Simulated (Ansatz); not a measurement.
# Rh: a line through an energy map

One table from this session's results is given with a row withheld; the runs are named, their logs left out.

This is Rh in the hcp structure; at room conditions it is fcc.

Computed with Ansatz 0.2.0 (DFT PBE, scalar-relativistic, plane waves, PAW, unless a step's input says otherwise).

31 further runs of the same task are left out: 31 set aside as unsound or not needed. Runs told in other sessions of the task aren't counted.

## Starting point

It takes space group P6_3/mmc (No. 194, hexagonal). Conventional cell: a = 2.725 Å, b = 2.725 Å, c = 4.385 Å, α = 90.00°, β = 90.00°, γ = 120.00°. Rh (site symmetry -6m2) is surrounded by 12 Rh at 2.70 to 2.72 Å.

Structure file:

```
Rh
1.0
     2.72486    0.00000    0.00000
    -1.36243    2.35980    0.00000
     0.00000    0.00000    4.38512
Rh
2
Direct
  0.66667 0.33333 0.75000
  0.33333 0.66667 0.25000
```

It goes back to an entry of the Materials Project, which need not be the stable form.

This cell was relaxed beforehand with the same method: volume 14.10 Å³/atom, gap on the mesh none (metal).

## Plan of the line

The energy is mapped over volume and a fixed ferromagnetic moment.

The axes are (1) volume per atom: 7 values from 11.56 to 16.64 Å³; (2) total spin moment of the cell, held fixed: 9 values from 0.00 to 2.00 μB.

Nothing else is relaxed (shape and fractional coordinates fixed). Points are written as (first, second).

Set-up of the first run:

input.yaml reads:

```yaml
crystal:
  lattice:
    - [2.5504655491, 0.0, 0.0]
    - [-1.2752327746, 2.208767957, 0.0]
    - [0.0, 0.0, 4.1044582456]
  atoms:
    - { symbol: Rh, position: [0.6666666667, 0.3333333333, 0.75], spin: 0.25 }
    - { symbol: Rh, position: [0.3333333333, 0.6666666667, 0.25], spin: 0.25 }
basis:
  ecutwfc: 420
kpoints:
  mp_grid: { grid: [21, 21, 12] }
hamiltonian:
  xc: pbe
  pseudopotentials: { kind: paw, azcp: { folder: soft_1 } }
scf:
  occupations: { method: gaussian, width: 0.15 }
  lower_state_search: "off"
output:
  forces: true
  stress: true
  eigenvalues: true
  populations: true
magnetization:
  spin_polarized: true
  initial_magnetization: 0.5
  spin_locking: { lock_magnetization: hard }
```

Run with:

```sh
$ ansatz run input.yaml --threads 2 --pin off --max-ram 4096MiB --backend cpu --events-out ev --progress --plain --runs-dir out
```

Steps of the session up to this table: Grid point (11.56 Å³, 0.50 μB); Grid point (12.41 Å³, 0.50 μB); Grid point (13.25 Å³, 0.50 μB); Point (14.10 Å³, 0.50 μB); The run at (14.94 Å³, 0.50 μB); Grid point (15.79 Å³, 0.50 μB); Point (16.64 Å³, 0.50 μB).

One table of the session follows, with a row left open; its other results are not shown here.

It belongs to the step «The line in numbers». 

```
volume per atom (Å³)  energy (meV/atom)  pressure (GPa)  absolute magnetic moment (μB per cell)
               11.56                554              85                                   0.503
               12.41                216              46                                   0.505
               13.25                 49              19                                   0.508
               14.10                  0               1                                   0.511
               14.94                  ?               ?                                       ?
               15.79                123             −21                                   0.518
               16.64                250             −27                                   0.521
```

Estimate the missing values for volume per atom (Å³) = 14.94.

Worked estimate for «energy (meV/atom)». A straight line through the neighbours (14.10, 0) and (15.79, 123) gives 0 + (123 − 0) × (14.94 − 14.10) / (15.79 − 14.10) = 61; a parabola fitted to 4 rows on both sides gives 32.

The run gave: energy (meV/atom): 33; pressure (GPa): −12; absolute magnetic moment (μB per cell): 0.514. In «energy (meV/atom)» the line misses by +28 and the parabola by -1.

Energies count from the lowest point of the line.

What this shows: Of the points computed the energy is lowest at 14.10 Å³. Three points round the minimum, joined by a parabola, put the minimum at 14.178 Å³, with a curvature of about 110 meV/atom per (Å³)². The well is lopsided: two grid steps out, the energy rises by 216 meV/atom towards smaller values and 123 meV/atom towards larger ones. The highest point computed, at 11.56 Å³, lies 554 meV/atom above the lowest.

Limits of these values: Warnings in the runs' records: stress scf threshold loose.
